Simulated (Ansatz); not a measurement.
An Ansatz run on CaO (rocksalt) left the output below. Cell and atoms come from a relaxation with r2SCAN.

The cell given to it:
```xyz
2
Lattice="0.0000 2.3976 2.3976 2.3976 0.0000 2.3976 2.3976 2.3976 0.0000" Properties=species:S:1:pos:R:3 pbc="T T T"
Ca    0.0000    0.0000    0.0000
O     2.3976    2.3976    2.3976
```

Output, abridged:
```
Crystal: 2 atoms, lattice volume = 27.563 Å³
Basis set: ecut = 500 eV, 725 PW (Γ)
Bands: 12, of which v1, the nominal top of the filled ones, is band 8 counted from 1 (7 counted from 0)
Symmetry: 48 space group operations
Space group: Fm-3m (ITA 225)
k-points: 16 of 216
preconditioner: auto → none  [insulator: Δε(μ)=4.459 eV  ℏωp=26.5 eV]
SCF 1 converged in 6 iterations: F = -2394.094200 eV  dr2 = 6.99e-9
Free energy (F): -2394.094200 eV
Fermi energy:    7.429308 eV
--- G₀W₀: contour deformation, 6 samples at zero and on the imaginary axis and 2 off it, 216 q-points, 151 empty bands' worth ---
    ik  band        ε_KS         Σx   Σc(E_QP)       V_xc       Z   E_QP_lin       E_QP  E_QP is
     0     7      7.4293   -25.5315     4.0493   -20.6763  0.7677     6.6157     6.6235  root
     0     8      7.4293   -25.5315     4.0493   -20.6763  0.7677     6.6157     6.6235  root
     0     9     12.9244    -7.3172    -3.8987   -11.6594  0.8425    13.3693    13.3679  root
     0    10     14.2991    -7.5324    -4.9721   -14.2426  0.8247    16.0726    16.0371  root
     1     7      7.0832   -24.9943     4.0353   -20.1298  0.7667     6.2453     6.2540  root
     1     8      7.0832   -24.9943     4.0353   -20.1298  0.7667     6.2453     6.2540  root
     1     9     14.0221    -7.6302    -4.0948   -12.3838  0.8344    14.6845    14.6808  root
     1    10     14.2838    -8.2785    -4.6643   -14.4519  0.8204    15.8186    15.7929  root
     4     7      7.2458   -25.2303     4.0357   -20.3583  0.7678     6.4010     6.4096  root
     4     8      7.2458   -25.2303     4.0357   -20.3583  0.7678     6.4010     6.4096  root
     4     9     13.4192    -6.8566    -4.6941   -13.0411  0.8321    14.9328    14.9096  root
     4    10     14.0602    -7.9045    -4.0782   -12.6487  0.8342    14.7299    14.7262  root
     5     7      6.7177   -24.4680     4.0314   -19.5494  0.7660     5.8201     5.8305  root
     5     8      6.8837   -24.7954     4.0530   -19.8752  0.7662     6.0067     6.0165  root
     5     9     13.3327    -7.1289    -4.5623   -13.0978  0.8303    14.7595    14.7393  root
     5    10     15.4071    -8.6346    -4.4112   -14.0341  0.8196    16.4059    16.3953  root
     8     7      6.5998   -24.4732     4.0850   -19.5304  0.7634     5.7320     5.7421  root
     8     8      6.9803   -24.6745     3.9863   -19.8085  0.7684     6.0908     6.1007  root
     8     9     14.0974    -7.8656    -4.6782   -14.0592  0.8217    15.6389    15.6127  root
     8    10     15.0059    -8.4219    -4.2855   -13.5938  0.8248    15.9001    15.8924  root
     9     7      7.0716   -25.1774     4.0758   -20.2238  0.7672     6.1840     6.1938  root
     9     8      7.0716   -25.1774     4.0758   -20.2238  0.7672     6.1840     6.1938  root
     9     9     12.1380    -6.3004    -4.3647   -11.9063  0.8404    13.3930    13.3793  root
     9    10     15.5953    -8.4006    -4.6800   -14.3263  0.8240    16.8580    16.8410  root
    10     7      6.5902   -24.4067     4.0554   -19.4111  0.7661     5.6380     5.6500  root
    10     8      6.8382   -24.9503     4.0988   -19.9616  0.7656     5.9379     5.9483  root
    10     9     12.4938    -6.9851    -4.3257   -12.5827  0.8349    13.7806    13.7657  root
    10    10     16.3442    -9.2956    -5.1176   -16.1191  0.8077    18.0916    18.0502  root
    12     7      7.0541   -25.2950     4.1038   -20.3004  0.7669     6.1533     6.1634  root
    12     8      7.0541   -25.2950     4.1038   -20.3004  0.7669     6.1533     6.1634  root
    12     9     11.6281    -6.1674    -4.2459   -11.5768  0.8431    12.8029    12.7916  root
    12    10     16.2612    -9.8484    -5.1816   -16.9794  0.8146    18.2581    18.2106  root
    14     7      6.3453   -24.1713     4.0759   -19.1124  0.7655     5.3488     5.3624  root
    14     8      6.4229   -24.4159     4.1219   -19.3694  0.7634     5.4863     5.4982  root
    14     9     14.6143    -7.9939    -4.7810   -14.2817  0.8168    16.1495    16.1210  root
    14    10     14.6157    -8.6385    -4.7635   -14.9739  0.8120    16.2193    16.1877  root
  […]
```

The points are ik 0 = (0, 0, 0) (Γ), ik 1 = (0, 0, 1/6), ik 4 = (0, 1/6, 1/6), ik 5 = (0, 1/6, 1/3), ik 8 = (0, 1/6, -1/6), ik 9 = (0, 1/3, 1/3), ik 10 = (0, 1/3, -1/2), ik 12 = (0, -1/2, -1/2), ik 14 = (1/6, 1/3, -1/3), ik 15 = (1/6, -1/2, -1/3); band 8 is the last filled one.

Task: Reconstruct the input.

Result:
```yaml
crystal:
  # lattice and atoms as above
kpoints:
  mp_grid: { grid: [6, 6, 6] }
hamiltonian:
  xc: r2scan
scf:
  occupations: { method: fixed }
gw:
  n_empty_bands: 151
  ecut_chi: 180
  qp_bands: [v2, c2]
  qp_kpoints: band_edges
  screening: { model: contour_deformation }
```
The cutoff of 500 eV is the one that these potentials recommend for a meta-GGA. The quasiparticle table needs the gw block. The lines shown narrow the functional down without fixing it; this is the one that was run. Not every key shows in the log; this is the file that was used.

Wall time 5.6 s on 1 × NVIDIA H100 80GB HBM3 with 2 threads of AMD EPYC 7R13 Processor (Zen 3) (shared host), load about 2.5 per core; peak host memory 1.5 GiB.

(Simulation; spin polarisation is off.)
